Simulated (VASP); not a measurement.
Wanted: the native input for a VASP 6.6.1 run.

| Property | Result |
| --- | --- |
| Task | single point |
| Functional | PBE |
| Dispersion | D3(BJ) |
| Potentials or basis | VASP PAW PBE potentials, release 64 (Pb_d, Te) |
| Cutoff | 520 eV |
| k mesh | 5 × 5 × 5 |
| Occupations | gaussian, width 0.01 eV |
| Spin | no spin polarisation |
| Dipole correction | no |
| Further INCAR settings | ALGO = Fast; EDIFF = 1e-06; NBANDS = 17 |

The structure of TePb lies in POSCAR:

```
TePb
1.0
   -0.0088840000      3.2423960000      3.2133790000
    3.1796160000     -0.0016660000      3.2061600000
    3.2191500000      3.2747120000     -0.0412000000
Pb Te
1 1
Direct
    0.0015361086     -0.0022643752     -0.0002148112
    0.4963393043      0.5028668231      0.5016939509
```

One way to write it, as run:

INCAR

```
SYSTEM = TePb
ALGO     = Fast           ! electronic algorithm
EDIFF    = 1E-6           ! SCF threshold, eV
ENCUT    = 520            ! plane-wave cutoff, eV
GGA      = PE             ! functional
ISIF     = 2              ! what is computed and relaxed
ISMEAR   = 0              ! smearing method
IVDW     = 12             ! dispersion correction
LASPH    = .TRUE.         ! aspherical terms in the spheres
LCHARG   = .FALSE.        ! write CHGCAR
LREAL    = .FALSE.        ! projectors in reciprocal space
LWAVE    = .FALSE.        ! write WAVECAR
NBANDS   = 17             ! bands
NELM     = 100            ! most SCF steps
PREC     = Accurate       ! precision mode
SIGMA    = 0.01           ! smearing width, eV
```

KPOINTS

```
k-points
0
G
  5 5 5
  0 0 0
```

Potentials or basis: VASP PAW PBE potentials, release 64 (Pb_d, Te).

The run is started by

```console
$ cat potpaw_PBE.64/Pb_d/POTCAR potpaw_PBE.64/Te/POTCAR > POTCAR
$ mpirun -np 1 vasp_std > vasp.out
```

It gave:

```
Pressure                   : 0.1 GPa
Largest force              : 0.015 eV/Å
Band gap on the k mesh     : 1.05 eV, indirect (least direct gap 1.18 eV)
Dispersion energy per atom : -0.402 eV
```

Caveat: spin-orbit coupling is left out, which as a rule narrows the gap of such compounds by several tenths of an eV; an odd mesh through Γ misses points on the zone boundary, where band edges often lie.

Wall time 30 s on 1 thread of Intel(R) Xeon(R) 6975P-C (Granite Rapids) (shared host), peak memory 0.25 GiB.
